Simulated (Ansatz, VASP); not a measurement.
**One calculation of PbS, two programs**

The input INCAR:

```
  PREC = Accurate
  ENCUT = 520
  EDIFF = 1E-7
  ISMEAR = 0
  SIGMA = 0.01
  LREAL = F
  LASPH = T
  NELM = 100
  ALGO = Normal
  ISIF = 2
  LWAVE = F
  LCHARG = F
  GGA = PE
  NBANDS = 28
```

Contents of KPOINTS:

```
regular mesh
0
Gamma
  6 6 4
```

The input POSCAR:

```
PbS
1.0
    4.9970879594      0.0000000000      0.0000000000
   -2.4985439797      4.3276051178      0.0000000000
    0.0000000000      0.0000000000      5.9970707147
Pb S
2 2
Direct
    0.3333333333      0.6666666667      0.2500000000
    0.6666666667      0.3333333333      0.7500000000
    0.6666666667      0.3333333333      0.2500000000
    0.3333333333      0.6666666667      0.7500000000
```

Input for Ansatz:

```yaml
crystal:
  lattice:
    - [4.9970879594, 0.0, 0.0]
    - [-2.4985439797, 4.3276051178, 0.0]
    - [0.0, 0.0, 5.9970707147]
  atoms:
    - { symbol: Pb, position: [0.3333333333, 0.6666666667, 0.25] }
    - { symbol: Pb, position: [0.6666666667, 0.3333333333, 0.75] }
    - { symbol: S, position: [0.6666666667, 0.3333333333, 0.25] }
    - { symbol: S, position: [0.3333333333, 0.6666666667, 0.75] }
kpoints:
  mp_grid: { grid: [6, 6, 4] }
hamiltonian:
  xc: pbe
scf:
  occupations: { method: fixed }
output:
  optics:
    e_range: [0, 13]
    de: 0.05
    sigma: 0.1
    bands: { spectra_wanted_up_to: 13 }
  write_density: true
  write_potential: true
  elf: true
  volumetric_format: npy
```

Alike in both runs: task single point; functional PBE; k mesh 6 × 6 × 4; no spin polarisation.

|  | VASP | Ansatz |
| --- | --- | --- |
| version | VASP 6.6.1 | Ansatz 0.2.0 |
| potentials or method | VASP PAW PBE potentials, release 64 (Pb_d, S) | plane waves, PAW |
| plane-wave cutoff (eV) | 520 | 420 |
| occupations | gaussian, width 0.01 eV | fixed |
| valence electrons in the cell | 40 | 40 |

|  | VASP | Ansatz | Ansatz less VASP |
| --- | --- | --- | --- |
| gap on the k mesh at the Fermi level (eV) | 1.42 | 1.42 | -0.005 |

Caveats: spin-orbit coupling is left out, which as a rule narrows the gap of such compounds by several tenths of an eV. A k mesh can miss the band edges.
